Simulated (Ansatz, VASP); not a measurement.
Given: the input of a run of Ansatz 0.2.0 on KCl.

The input input.yaml:

```yaml
crystal:
  lattice:
    - [3.839196, 0.0, 0.0]
    - [0.0, 3.839196, 0.0]
    - [0.0, 0.0, 3.839196]
  atoms:
    - { symbol: K, position: [0.0, 0.0, 0.0] }
    - { symbol: Cl, position: [0.5, 0.5, 0.5] }
hamiltonian:
  xc: pbe
  pseudopotentials: { kind: paw }
kpoints:
  mp_grid: { grid: [7, 7, 7] }
scf:
  occupations: { method: fermi_dirac, width: 0.05 }
output:
  forces: true
  stress: true
  eigenvalues: true
```

Potentials or basis: Ansatz PAW.

Launch:

```sh
$ ansatz run input.yaml --threads 2 --pin off --max-ram 5120MiB --backend cpu --events-out ev --progress --plain --runs-dir out
```

Q: Set up the same calculation for VASP 6.6.1. Potentials there: VASP PAW PBE potentials, release 64 (K_sv, Cl).

A: As run (the cutoff follows the program's own potentials):

Contents of INCAR:

```
SYSTEM = KCl
PREC = Accurate
ENCUT = 520
EDIFF = 1E-7
ISMEAR = -1
SIGMA = 0.05
LREAL = .False.
LASPH = .True.
NELM = 80
ALGO = Normal
ISIF = 2
LWAVE = .False.
LCHARG = .False.
GGA = PE
NBANDS = 15
```

File KPOINTS:

```
regular mesh
0
Gamma
  7 7 7
  0 0 0
```

File POSCAR:

```
KCl
1.0
    3.8391960000      0.0000000000      0.0000000000
    0.0000000000      3.8391960000      0.0000000000
    0.0000000000      0.0000000000      3.8391960000
K Cl
1 1
Direct
    0.0000000000      0.0000000000      0.0000000000
    0.5000000000      0.5000000000      0.5000000000
```

Potentials or basis: VASP PAW PBE potentials, release 64 (K_sv, Cl).

The run is started by

```sh
$ cat potpaw_PBE.64/K_sv/POTCAR potpaw_PBE.64/Cl/POTCAR > POTCAR
$ mpirun -np 1 vasp_std > vasp.out
```

Both were run:

|  | VASP | Ansatz | Ansatz less VASP |
| --- | --- | --- | --- |
| gap on the k mesh at the Fermi level (eV) | 4.82 | 4.82 | +0.001 |
| least direct gap on the mesh (eV) | 5.00 | 5.00 | +0.001 |
| pressure (GPa) | 0.0 | -0.1 | -0.01 |

Caveats: an odd mesh through Γ misses points on the zone boundary, where band edges often lie (VASP); odd divisions of the mesh miss points on the zone boundary, where band edges often lie, so the gap on the mesh can be too wide (Ansatz). A hybrid or GW would open this gap; PBE tends to underestimate it.
